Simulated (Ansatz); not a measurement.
Planning a GW calculation on PbI2 (P-3m1).

The structure is trigonal, space group P-3m1 (No. 164). Conventional cell: a = 4.555 Å, b = 4.555 Å, c = 6.977 Å, α = 90.00°, β = 90.00°, γ = 120.00°. Nearest to Pb lie 6 I at 3.21 Å. Nearest to I lie 3 Pb at 3.21 Å. Farther neighbours and most contacts between anions are not listed.

```
Pb I
1.0
     4.55500    0.00000    0.00000
    -2.27750    3.94475    0.00000
     0.00000    0.00000    6.97700
Pb I
1 2
Direct
  0.00000 0.00000 0.00000
  0.33333 0.66667 0.26500
  0.66667 0.33333 0.73500
```

The cell and positions come from the Crystallography Open Database and are kept as given unless a step says otherwise. Spin-orbit coupling is left out unless a run names it. PAW set soft_2, made with PBE.

Runs so far (Ansatz 0.2.0, start PBE, default PAW files, 6×6×2 mesh). Times are wall times on 1 × NVIDIA H100 80GB HBM3 (shared by 6 runs) with 3 threads of AMD EPYC 7R13 (Zen 3), shared host, good to a factor of about two.

```
bands summed  cutoff (eV)  gap on the mesh (eV)  time
         156           60                 2.994  14 s
         398          120                 3.137  35 s
```

What should the next rung give, with 829 bands and screening to 200 eV, and where is the limit?

The error falls about as one over the bands when the cutoff rises with them. A line through the two highest rungs given predicts 3.185 eV; the run gave 3.220 eV, a miss of 0.034 eV, so the law fails here: the steps don't follow it yet. The two highest rungs put the limit near 3.296 eV, the pair below near 3.230 eV; neither can be trusted until a further rung is run.

Gaps are over the mesh's points; an edge off the mesh would be missed. Limits: not at the basis limit; no spin-orbit coupling; coarse k mesh.

[Paths, hosts, dates, memory and timing lines, banners, echoed tables and standing remarks are left out of the program output.]

[Logs are printed without paths, hosts, clocks, repeated set-up lines and the standing remarks that a program may print on its own settings, such as how far it seeks lower states.]

[Runs of the session that timed out or met a known fault of the program may be left out.]

[Cells called generated may have been cut or substituted from an entry of the Crystallography Open Database or the Materials Project.]

[Hosts, paths, dates, database ids (printed as entryN), source tags and the programs' standing remarks are cut or masked in the printed files.]
